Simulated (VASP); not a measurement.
# SbH3 in VASP: reference runs

How does SbH3 come out in PBE? The cell is run as given.

Everything below comes from runs of VASP 6.6.1. Logs are shortened: lines on timing, memory, paths and dates and some standing lists are left out, and cuts for length are marked.

### 1 The molecule as given

The cell holds a molecule in a box, 4 atoms: a = 11.000 Å, b = 12.000 Å, c = 11.000 Å, α = 90.00°, β = 90.00°, γ = 90.00°.

### 2 Single point, PBE

Contents of INCAR:

```
  PREC = Accurate
  ENCUT = 520
  EDIFF = 1E-7
  ISMEAR = 0
  SIGMA = 0.01
  LREAL = F
  LASPH = T
  NELM = 100
  ALGO = Normal
  ISIF = 2
  LWAVE = F
  LCHARG = F
  GGA = PE
  NBANDS = 12
```

Contents of KPOINTS:

```
regular mesh
0
Gamma
  1 1 1
```

Contents of POSCAR:

```
SbH3
1.0
   11.0000000000      0.0000000000      0.0000000000
    0.0000000000     12.0000000000      0.0000000000
    0.0000000000      0.0000000000     11.0000000000
Sb H
1 3
Direct
    0.5515363600      0.4660375000      0.4401545500
    0.5867727300      0.4978708300      0.5872818200
    0.4155909100      0.4098208300      0.4831909100
    0.4863272700      0.5936791700      0.4189000000
```

Potentials or basis: VASP PAW PBE potentials, release 64 (Sb, H).

Launch:

```sh
$ cat potpaw_PBE.64/Sb/POTCAR potpaw_PBE.64/H/POTCAR > POTCAR
$ mpirun -np 1 vasp_gam > vasp.out
```

OUTCAR:

```text
PREC = Accurate
   ENCUT = 520
   EDIFF = 1E-7
   ISMEAR = 0
   LREAL = F
   LASPH = T
   NELM = 100
   ISIF = 2
   GGA = PE

 ion  position               nearest neighbor table
   1  0.552  0.466  0.440-   4 1.71   2 1.71   3 1.71
   2  0.587  0.498  0.587-   1 1.71
   3  0.416  0.410  0.483-   1 1.71
   4  0.486  0.594  0.419-   1 1.71

  LATTYP: Found a simple tetragonal cell.
 ALAT       =    11.0000000000
 C/A-ratio  =     1.0909090909

  Lattice vectors:

 A1 = ( -11.0000000000,   0.0000000000,   0.0000000000)
 A2 = (   0.0000000000,   0.0000000000,  11.0000000000)
 A3 = (   0.0000000000,  12.0000000000,   0.0000000000)

Analysis of symmetry for initial positions (statically):
=====================================================================
 Subroutine PRICEL returns:
 Original cell was already a primitive cell.

 Routine SETGRP: Setting up the symmetry group for a
 simple tetragonal supercell.

 Subroutine GETGRP returns: Found  1 space group operations
 (whereof  1 operations were pure point group operations)
 out of a pool of 16 trial point group operations.

The static configuration has the point symmetry C_1 .

Analysis of symmetry for dynamics (positions and initial velocities):
=====================================================================
 Subroutine PRICEL returns:
 Original cell was already a primitive cell.

 Routine SETGRP: Setting up the symmetry group for a
 simple tetragonal supercell.

 Subroutine GETGRP returns: Found  1 space group operations
 (whereof  1 operations were pure point group operations)
 out of a pool of 16 trial point group operations.

The dynamic configuration has the point symmetry C_1 .

 Subroutine INISYM returns: Found  1 space group operations
 (whereof  1 operations are pure point group operations),
 and found     1 'primitive' translations

----------------------------------------------------------------------------------------

                                     Primitive cell

  volume of cell :    1452.0000

  direct lattice vectors                    reciprocal lattice vectors
    11.000000000  0.000000000  0.000000000     0.090909091  0.000000000  0.000000000
     0.000000000 12.000000000  0.000000000     0.000000000  0.083333333  0.000000000
     0.000000000  0.000000000 11.000000000     0.000000000  0.000000000  0.090909091

  length of vectors
    11.000000000 12.000000000 11.000000000     0.090909091  0.083333333  0.090909091

  position of ions in fractional coordinates (direct lattice)
     0.551536360  0.466037500  0.440154550
     0.586772730  0.497870830  0.587281820
     0.415590910  0.409820830  0.483190910
     0.486327270  0.593679170  0.418900000

  ion indices of the primitive-cell ions
   primitive index   ion index
                 1           1
                 2           2
                 3           3
                 4           4

----------------------------------------------------------------------------------------

 KPOINTS: regular mesh

Automatic generation of k-mesh.
 Grid dimensions read from file:
 generate k-points for:    1    1    1

 Generating k-lattice:

  Cartesian coordinates                     Fractional coordinates (reciprocal lattice)
     0.090909091  0.000000000  0.000000000     1.000000000  0.000000000  0.000000000
     0.000000000  0.083333333  0.000000000     0.000000000  1.000000000  0.000000000
     0.000000000  0.000000000  0.090909091     0.000000000  0.000000000  1.000000000

  Length of vectors
     0.090909091  0.083333333  0.090909091

  Shift w.r.t. Gamma in fractional coordinates (k-lattice)
     0.000000000  0.000000000  0.000000000

 Subroutine IBZKPT returns following result:
 ===========================================

 Found      1 irreducible k-points:

 Following reciprocal coordinates:
            Coordinates               Weight
  0.000000  0.000000  0.000000      1.000000
   k-points           NKPTS =      1   k-points in BZ     NKDIM =      1   number of bands    NBANDS=     12
   number of dos      NEDOS =    301   number of ions     NIONS =      4
   total plane-waves  NPLWV = 635040
   dimension x,y,z NGX =    84 NGY =   90 NGZ =   84
   dimension x,y,z NGXF=   168 NGYF=  180 NGZF=  168
   ions per type =               1   3
   NGX,Y,Z   is equivalent  to a cutoff of  12.70, 12.47, 12.70 a.u.
   NGXF,Y,Z  is equivalent  to a cutoff of  25.39, 24.94, 25.39 a.u.
 SYSTEM =  unknown system
   PREC   = accura    normal or accurate (medium, high low for compatibility)
   ISTART =      0    job   : 0-new  1-cont  2-samecut
   ICHARG =      2    charge: 1-file 2-atom 10-const
   ISPIN  =      1    spin polarized calculation?
   LNONCOLLINEAR =      F non collinear calculations
   LSORBIT =      F    spin-orbit coupling
   LASPH  =      T    aspherical Exc in radial PAW
   ENCUT  =  520.0 eV  38.22 Ry    6.18 a.u.  20.45 22.31 20.45*2*pi/ulx,y,z
   NELM   =    100;   NELMIN=  2; NELMDL= -5     # of ELM steps
   EDIFF  = 0.1E-06   stopping-criterion for ELM
   LREAL  =      F    real-space projection
   EDIFFG = 0.1E-05   stopping-criterion for IOM
   NSW    =      0    number of steps for IOM
   IBRION =     -1    ionic relax: 0-MD 1-quasi-New 2-CG
   NFREE  =      0    steps in history (QN), initial steepest desc. (CG)
   ISIF   =      2    stress and relaxation
   ISYM   =      2    0-nonsym 1-usesym 2-fastsym
   POTIM  = 0.5000    time-step for ionic-motion
   TEBEG  =    0.0;   TEEND  =   0.0 temperature during run
   PSTRESS=    0.0 pullay stress
   NELECT =       8.0000    total number of electrons
   NUPDOWN=      -1.0000    fix difference up-down
   EMIN   =  10.00;   EMAX   =-10.00  energy-range for DOS
   EFERMI =   0.00;   METHOD = LEGACY
   ISMEAR =     0;   SIGMA  =   0.01  broadening in eV -4-tet -1-fermi 0-gaus
   EFERMI_NEDOS =   21; number of points for ismear=-14 and -15
   IALGO  =     38    algorithm
   IMIX   =      4    mixing-type and parameters
     AMIX     =   0.40;   BMIX     =  1.00
     AMIX_MAG =   1.60;   BMIX_MAG =  1.00
  volume/ion in A,a.u.               =     363.00      2449.64
  Fermi-wavevector in a.u.,A,eV,Ry     =   0.289145  0.546405  1.137514  0.083605
  Thomas-Fermi vector in A             =   1.146600
   LORBIT       =      0    0 simple, 1 ext, 2 COOP (PROOUT), +10 PAW based schemes
   GGA     = PE    functional components
   LHFCALC =     F    Hartree Fock is set to
   AEXX    =    0.0000 exact exchange contribution
   IVDW    =     0    specifies the selected vdW correction
   LEPSILON=     F    determine dielectric tensor
   LRPA    =     F    only Hartree local field effects (RPA)
 non-spin polarized calculation
 Gauss-broadening in eV      SIGMA  =   0.01
  energy-cutoff  :      520.00
  volume of cell :     1452.00
 maximum number of plane-waves:     19579
 NGX is ok and might be reduce to    84
   NGX = 41   NGY = 45   NGZ = 41

 number of electron       8.0000001 magnetization

 Free energy of the ion-electron system (eV)
  ---------------------------------------------------
  ext. energy  EPLUGINS =         0.00000000
  ---------------------------------------------------
  free energy    TOTEN  =       -13.15888012 eV

  energy without entropy =      -13.15888012  energy(sigma->0) =      -13.15888012

 E-fermi :  -6.1108     XC(G=0):  -0.7671

 val. band max:       -6.2027906318   @ k =   0.0000   0.0000   0.0000
 cond. band min:      -0.7460375174   @ k =   0.0000   0.0000   0.0000
 fundamental gap:      5.4567531144
 Fermi energy:        -6.1107908398

 k-point     1 :       0.0000    0.0000    0.0000
  band No.  band energies     occupation
      1     -14.1431      2.00000
      2      -8.1239      2.00000
      3      -8.1235      2.00000
      4      -6.2028      2.00000
      5      -0.7460      0.00000
      6      -0.7383      0.00000
      7      -0.6730      0.00000
      8       0.7005      0.00000
      9       0.8002      0.00000
     10       0.8994      0.00000
     11       0.9432      0.00000
     12       1.0181      0.00000

------------------------ aborting loop because EDIFF is reached ----------------------------------------

  FORCE on cell =-STRESS in cart. coord.  units (eV):
  Direction    XX          YY          ZZ          XY          YZ          ZX
  --------------------------------------------------------------------------------------
  -------------------------------------------------------------------------------------
  Total        0.5609794      0.5415022      0.5623722     -0.0229280      0.0227963     -0.0336230
  in kB        0.6190003      0.5975086      0.6205372     -0.0252994      0.0251540     -0.0371005
  external PRESSURE =       0.6123487 kB  Pullay stress =       0.0000000 kB

 VOLUME and BASIS-vectors are now :
 -----------------------------------------------------------------------------
  energy-cutoff  :      520.00
  volume of cell :     1452.00
      direct lattice vectors                 reciprocal lattice vectors
    11.000000000  0.000000000  0.000000000     0.090909091  0.000000000  0.000000000
     0.000000000 12.000000000  0.000000000     0.000000000  0.083333333  0.000000000
     0.000000000  0.000000000 11.000000000     0.000000000  0.000000000  0.090909091

 POSITION                                       TOTAL-FORCE (eV/Angst)
 -----------------------------------------------------------------------------------
      6.06690      5.59245      4.84170         0.423991     -0.288201     -0.431177
      6.45450      5.97445      6.46010         0.045929      0.090084      0.331386
      4.57150      4.91785      5.31510        -0.307971     -0.108456      0.116406
      5.34960      7.12415      4.60790        -0.161950      0.306573     -0.016614
 -----------------------------------------------------------------------------------
    total drift:                               -0.000012     -0.000328     -0.000102

  FREE ENERGIE OF THE ION-ELECTRON SYSTEM (eV)
  ---------------------------------------------------
  free  energy   TOTEN  =       -13.1588801197 eV

  energy  without entropy=      -13.1588801197  energy(sigma->0) =      -13.15888012
```

It took 2 min on 1 thread of Intel Xeon Platinum 8488C (Sapphire Rapids), shared host; peak memory 1 GiB.

Results:

| Quantity | Value |
| --- | --- |
| Free energy | -13.1589 eV |
| Largest force | 0.670 eV/Å |
| Gap between the frontier levels | 5.46 eV |

Forces in eV/Å, atoms in the order of the input:
```
Sb   0.424 -0.288 -0.431
H    0.046  0.090  0.331
H   -0.308 -0.108  0.116
H   -0.162  0.307 -0.017
```

Levels at points of the mesh, in eV from the valence-band top:
```tsv
k point	band 2	band 3	band 4	band 5	band 6	band 7
(0.00, 0.00, 0.00)	-1.92	-1.92	0.00	5.46	5.46	5.53
```

Caveat: spin-orbit coupling is left out, which moves the levels of the heavy elements.
